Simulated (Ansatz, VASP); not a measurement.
# Sb2Ru in two plane-wave programs, part 2 of 2

Aim: how closely do two programs agree when they are given the same cell, functional and k mesh?

VASP 6.6.1 and Ansatz 0.2.0.

So far. Step 4 (Side by side): The walks stopped with 0.00 GPa left in Ansatz and 0.00 GPa in VASP; each walk ends within a tolerance, so the volume difference is uncertain by about these residues over the bulk modulus, most in soft cells.

## 5. Ansatz: relaxation of cell and atoms, BLYP with D3(BJ)

Level of this step: Ansatz beside VASP: Kohn-Sham DFT, plane waves, BLYP with D3(BJ) (Ansatz).

The relaxed volume is the usual yardstick between codes: its relative difference is about their pressure difference at one cell divided by the bulk modulus.

File input.yaml:

```yaml
crystal:
  lattice:
    - [5.9514, 0.0, 0.0]
    - [0.0, 6.6743, 0.0]
    - [0.0, 0.0, 3.179]
  atoms:
    - { symbol: Sb, position: [0.1812, 0.359, 0.0] }
    - { symbol: Sb, position: [0.8188, 0.641, 0.0] }
    - { symbol: Sb, position: [0.6812, 0.141, 0.5] }
    - { symbol: Sb, position: [0.3188, 0.859, 0.5] }
    - { symbol: Ru, position: [0.0, 0.0, 0.0] }
    - { symbol: Ru, position: [0.5, 0.5, 0.5] }
hamiltonian:
  xc: blyp
  pseudopotentials: { kind: paw }
  dispersion: d3bj
kpoints:
  mp_grid: { grid: [5, 4, 8] }
scf:
  occupations: { method: fermi_dirac, width: 0.05 }
relax:
  f_tol: 0.01
  max_steps: 60
  cell: { stress_tol: 0.05 }
output:
  forces: true
  stress: true
```

Command:

```console
$ ansatz run input.yaml --threads 4 --pin off --max-ram 9216MiB --backend cpu --events-out ev --progress --plain --runs-dir out
```

Numbers of over 12 decimals in the logs are rounded to 6 here.

Output:

```text
[...]
Crystal: 6 atoms, lattice volume = 126.274 Å³
Basis set: ecut = 420 eV, 2471 PW (Γ), exchange–correlation on 80×90×48 points (8 copies of the dense FFT grid, shifted against one another)
Bands: 56, of which v1, the nominal top of the filled ones, is band 46 counted from 1 (45 counted from 0)
Symmetry: 8 space group operations
[...]
k-points: 45 of 160
[...]
cell:  # Å, volume = 128.2755 Å³
    - [5.971117, 0.0, 0.0]
    - [0.0, 6.705600, 0.0]
    - [0.0, 0.0, 3.203690]
  atoms:
    - { symbol: Sb, position: [0.180485, 0.358788, 0.0] }
    - { symbol: Sb, position: [0.819515, 0.641212, 0.0] }
    - { symbol: Sb, position: [0.680485, 0.141212, 0.5] }
    - { symbol: Sb, position: [0.319515, 0.858788, 0.5] }
    - { symbol: Ru, position: [0, 0, 0.0] }
    - { symbol: Ru, position: [0.5, 0.500000, 0.5] }
[key lines of the parts left out:]
SCF converged after 8 iterations
Free energy (F): -37798.295612 eV
Fermi energy:    14.812065 eV
P = ⅓ Tr σ = -0.0021 GPa (-0.021 kbar)
```

The job ended after 25 s (4 threads of Intel Xeon Platinum 8375C at 2.90GHz (Ice Lake), shared host; peak memory 0.7 GiB).

## 6. VASP: relaxation of cell and atoms, BLYP with D3(BJ)

The same cell, functional (in two slightly different forms), mesh and smearing now go to VASP, with its own data sets and cutoff.

File INCAR:

```
SYSTEM = Sb2Ru
PREC = Accurate
ENCUT = 520
EDIFF = 1E-06
NELM = 100
ISMEAR = -1
SIGMA = 0.05
LREAL = .FALSE.
ALGO = Normal
GGA = B5
ALDAX = 1
AGGAX = 1
AGGAC = 1
ALDAC = 0
IVDW = 12
VDW_S6 = 1
VDW_S8 = 2.6996
VDW_A1 = 0.4298
VDW_A2 = 4.2359
NBANDS = 30
LASPH = .TRUE.
LORBIT = 11
LWAVE = .FALSE.
LCHARG = .FALSE.
KPAR = 4
IBRION = 2
NSW = 60
ISIF = 3
EDIFFG = -0.01
```

File POSCAR:

```
Sb2Ru
1.0
    5.9514000000      0.0000000000      0.0000000000
    0.0000000000      6.6743000000      0.0000000000
    0.0000000000      0.0000000000      3.1790000000
Sb Ru
4 2
Direct
    0.1812000000      0.3590000000      0.0000000000
    0.8188000000      0.6410000000      0.0000000000
    0.6812000000      0.1410000000      0.5000000000
    0.3188000000      0.8590000000      0.5000000000
    0.0000000000      0.0000000000      0.0000000000
    0.5000000000      0.5000000000      0.5000000000
```

File KPOINTS:

```
Automatic mesh
0
Gamma
5 4 8
0 0 0
```

The projector-augmented-wave data sets are Sb and Ru_pv (PBE family, release 64).

Command:

```console
$ mpirun -np 4 vasp_std
```

Output:

```text
[banner, memory and clock lines left out]
running    4 mpi-ranks, on    1 nodes
[...]
[... a notice as in an earlier step ...]

 LDA part: xc-table for (Slater(with rela. corr.)+VWN5), standard interpolation
 POSCAR, INCAR and KPOINTS ok, starting setup
[...]
entering main loop
       N       E                     dE             d eps       ncg     rms          rms(c)
DAV:   1     0.397353451787E+03    0.39735E+03   -0.23233E+04  3164   0.143E+03
DAV:   2    -0.890654524915E+01   -0.40626E+03   -0.39101E+03  3078   0.349E+02
DAV:   3    -0.301020283145E+02   -0.21195E+02   -0.20134E+02  3320   0.750E+01
DAV:   4    -0.306036213198E+02   -0.50159E+00   -0.49937E+00  3078   0.120E+01
[...]
DAV:  11    -0.299385893578E+02   -0.37311E-04   -0.15676E-04  3134   0.725E-02    0.299E-02
DAV:  12    -0.299385891304E+02    0.22741E-06   -0.36654E-05  3024   0.341E-02    0.651E-03
DAV:  13    -0.299385894007E+02   -0.27023E-06   -0.43616E-06  2996   0.129E-02
   1 F= -.38061556E+02 E0= -.38060316E+02  d E =-.380616E+02
[... from here on, the cycles between the ionic steps are left out ...]
   2 F= -.38044324E+02 E0= -.38043157E+02  d E =0.172325E-01
   3 F= -.38078333E+02 E0= -.38077130E+02  d E =-.167766E-01
   4 F= -.38078330E+02 E0= -.38077127E+02  d E =-.167736E-01
   5 F= -.38078843E+02 E0= -.38077624E+02  d E =-.513334E-03
   6 F= -.38078846E+02 E0= -.38077623E+02  d E =-.515936E-03
   7 F= -.38078922E+02 E0= -.38077719E+02  d E =-.761646E-04
 trial-energy change:   -0.000076  1 .order   -0.000079   -0.000191    0.000032
 step:   0.7690(harm=  0.7690)  dis= 0.00049  next Energy=   -38.078927 (dE=-0.817E-04)
 reached required accuracy - stopping structural energy minimisation
```

OUTCAR, selected parts (step 6):

```text
 Edisp (eV)   -7.98116

 Edisp (eV)   -7.97451

  Total      -0.01454    -0.03554    -0.04467     0.00000     0.00000     0.00000
  in kB      -0.18113    -0.44268    -0.55644     0.00000     0.00000     0.00000
  external pressure =       -0.39 kB  Pullay stress =        0.00 kB

 POSITION                                       TOTAL-FORCE (eV/Angst)
 -----------------------------------------------------------------------------------
      1.08057      2.40618      0.00000        -0.001063     -0.005917      0.000000
      4.89514      4.30459      3.20764         0.001063      0.005917      0.000000
      4.06842      0.94921      1.60382        -0.001063      0.005917     -0.000000
      1.90729      5.76156      1.60382         0.001063     -0.005917      0.000000
      5.97571      6.71077      0.00000        -0.000000      0.000000      0.000000
      2.98785      3.35538      1.60382        -0.000000      0.000000      0.000000
 -----------------------------------------------------------------------------------
    total drift:                               -0.000000     -0.000000      0.000000

  FREE ENERGIE OF THE ION-ELECTRON SYSTEM (eV)
  ---------------------------------------------------
  free  energy   TOTEN  =       -38.0789219611 eV

  energy  without entropy=      -38.0765152130  energy(sigma->0) =      -38.07771859

[... 2 parts as in an earlier step ...]

[... 2 further parts left out ...]
[key lines of the parts left out:]
E-fermi :   9.9119
```

## 7. Side by side

What differs besides the data sets and the points named for the pairs above, as far as they apply: VASP's log shows a relativistic correction to its local exchange, Ansatz's none. Total energies have different zeros and are not compared.

Compared:

```tsv
quantity	Ansatz	VASP	difference
volume (Å³)	128.28	128.63	-0.28 %
edge a after relaxation, in the typed setting (Å)	5.971	5.976	-0.08 %
edge b after relaxation, in the typed setting (Å)	6.706	6.711	-0.08 %
edge c after relaxation, in the typed setting (Å)	3.204	3.208	-0.12 %
```

The walks stopped with 0.00 GPa left in Ansatz and -0.04 GPa in VASP; each walk ends within a tolerance, so the volume difference is uncertain by about these residues over the bulk modulus, most in soft cells.

## 8. Results

```yaml
difference_in_volume_relaxation_of_cell_and_atoms_pbesol: 0.055 %
difference_in_volume_relaxation_of_cell_and_atoms_blyp_with_d3_bj: -0.28 %
```

**Reading.** The difference in volume is -0.28 % (relaxation of cell and atoms, BLYP with D3(BJ)), within the 1.2 % picked in this series as the mark of a large difference, as far as the stopping tolerances let one tell. Such differences can come from data sets, numerical settings and the points named under the comparisons, not from the functional's error against experiment.

[Lines on the potential files, build, host, timing and source positions are cut from VASP's logs without a mark.]

[Logs are printed without paths, hosts, clocks, repeated set-up lines and the standing remarks that a program may print on its own settings, such as how far it seeks lower states.]

[Hosts, paths, dates, database ids (printed as entryN), source tags and the programs' standing remarks are cut or masked in the printed files.]
